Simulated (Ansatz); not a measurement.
## La under changes of volume

One of the cells (38.320 Å³/atom); the others are scaled copies at fixed shape and fractional positions:

```
La
1.0
    -2.12383    2.12383    2.12383
     2.12383   -2.12383    2.12383
     2.12383    2.12383   -2.12383
La
1
Direct
  0.00000 0.00000 0.00000
```

This isn't the form of La at room conditions, which is double hcp.

```yaml
Program: Ansatz 0.2.0
Functional: PBEsol
Potentials_or_basis: all-electron LAPW, scalar-relativistic
Cutoff: 133 eV (chosen from the basis error)
Basis_error_allowed: 0.0005 eV/atom
k_mesh: 9 × 9 × 9
Occupations: fermi-dirac, width 0.05 eV
Spin: no spin polarisation
```

```tsv
volume (Å³/atom)	energy over the lowest point (meV/atom)	pressure (GPa)
36.020	0.00	-1.1
36.787	?	?
37.553	16.56	-2.1
38.320	28.10	-2.5
39.086	41.57	-2.9
39.852	56.80	-3.3
40.619	73.65	-3.6
```

What does the run at 36.787 Å³/atom give?

Energy over the lowest point 7.12 meV/atom; pressure -1.7 GPa.

Worked out: A Birch-Murnaghan fit of order 3 (a polynomial in V^(-2/3)) to the other rows has no minimum within the range. It gives 7.13 meV/atom at 36.787 Å³/atom, against the run's 7.12, and -dE/dV = -1.7 GPa, against -1.7.

Energies are extrapolated to zero smearing.
